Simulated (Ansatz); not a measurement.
Starting cell, SrF$_{2}$ (fluorite):

```
CELL_PARAMETERS angstrom
      0.00000     5.75810     5.75810
      2.87905     0.00000     2.87905
      2.87905     2.87905     0.00000
ATOMIC_POSITIONS crystal
  Sr 0.00000 0.00000 0.00000
  Sr 0.50000 0.00000 0.00000
  F  0.12500 0.25000 0.25000
  F  0.62500 0.25000 0.25000
  F  0.37500 0.75000 0.75000
  F  0.87500 0.75000 0.75000
```

In each cell atom 6 (F, nearest neighbour Sr at 2.493 Å; its periodic images, 4.1 Å or more away, move with it) moves by s·(0.000, 0.000, 1.000) (along Cartesian z), the rest being held.

Calculation: PBEsol (plane waves to 420 eV, PAW, scalar-relativistic; Ansatz, a program for electronic structure). k mesh 4×8×8 (Γ-centred), Fermi-Dirac smearing 0.05 eV. Energies are smeared free energies. SrF2 was relaxed with its symmetry unable to fall. The zero of ΔE is the undisplaced structure.

Successive frames, forces in eV/Å:

```tsv
frame	ΔE (eV/cell)	F on Sr1	F on Sr2	F on F3	F on F4	F on F5	F on F6
s = 0.200 Å	0.0855	(-0.031, 0.031, 0.426)	(0.038, -0.038, 0.018)	(-0.009, 0.009, 0.280)	(0.008, -0.008, 0.075)	(-0.058, 0.058, 0.065)	(0.053, -0.053, -0.865)
s = 0.150 Å	0.0479	(-0.017, 0.017, 0.312)	(0.021, -0.021, 0.021)	(-0.008, 0.008, 0.200)	(0.008, -0.008, 0.061)	(-0.044, 0.044, 0.048)	(0.041, -0.041, -0.643)
s = 0.100 Å	0.0212	(-0.007, 0.007, 0.203)	(0.009, -0.009, 0.019)	(-0.007, 0.007, 0.127)	(0.006, -0.006, 0.045)	(-0.029, 0.029, 0.032)	(0.028, -0.028, -0.425)
```

What are the energy and the forces in the next frame, s = 0.050 Å?

ΔE (eV/cell) = 0.0053.

```tsv
atom	Fx	Fy	Fz
Sr1	-0.001	0.001	0.099
Sr2	0.001	-0.001	0.012
F3	-0.004	0.004	0.061
F4	0.004	-0.004	0.025
F5	-0.015	0.015	0.016
F6	0.014	-0.014	-0.212
```

(For displaced atoms, the force is minus the slope of the energy, and its curvature is a force constant, which sets phonon frequencies.)
